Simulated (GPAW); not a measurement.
HfN:

```
Hf N
1.0
     0.00000    2.25600    2.25600
     2.25600    0.00000    2.25600
     2.25600    2.25600    0.00000
Hf N
1 1
Cartesian
  0.0000 0.0000 0.0000
  2.2560 2.2560 2.2560
```

| Property | Result |
| --- | --- |
| Program | GPAW 26.7.0 |
| Task | relaxation of cell and atoms |
| Functional | PBEsol |
| Dispersion | D3(BJ)+ATM |
| Potentials or basis | PAW data sets generated in the run's folder for this functional |
| Cutoff | 800 eV |
| Basis | pw |
| k mesh | 10 × 10 × 10 |
| Occupations | fermi-dirac, width 0.05 eV |
| Spin | no spin polarisation |

At the start: pressure -6.1 GPa; volume 11.48 Å³/atom.

Task: How do energy, volume and symmetry change on relaxing?

Result: Over 3 steps the energy falls by 3.7 meV/atom and the volume is 11.24 Å³/atom (-2.1 %); space group Fm-3m (No. 225, to 0.05 Å).

The path:
| step | energy change (eV) | largest force (eV/Å) | pressure (GPa) | volume (Å³) |
| --- | --- | --- | --- | --- |
| 1 | 0.0000 | 0.0000 | -6.08 | 22.96 |
| 2 | -0.0056 | 0.0000 | -3.44 | 22.75 |
| 3 | -0.0074 | 0.0000 | 0.09 | 22.48 |

Final structure:
```cif
data_structure
_symmetry_space_group_name_H-M 'P 1'
_symmetry_Int_Tables_number 1
_cell_length_a 3.1679
_cell_length_b 3.1679
_cell_length_c 3.1679
_cell_angle_alpha 60.000
_cell_angle_beta 60.000
_cell_angle_gamma 60.000
_cell_volume 22.48
loop_
_atom_site_label
_atom_site_type_symbol
_atom_site_fract_x
_atom_site_fract_y
_atom_site_fract_z
_atom_site_occupancy
Hf1 Hf 0.00000 0.00000 0.00000 1
N1 N 0.50000 0.50000 0.50000 1
```

Caveat: later steps reuse the first step's grids; pairwise dispersion overbinds metals, which lowers pressure and volume.
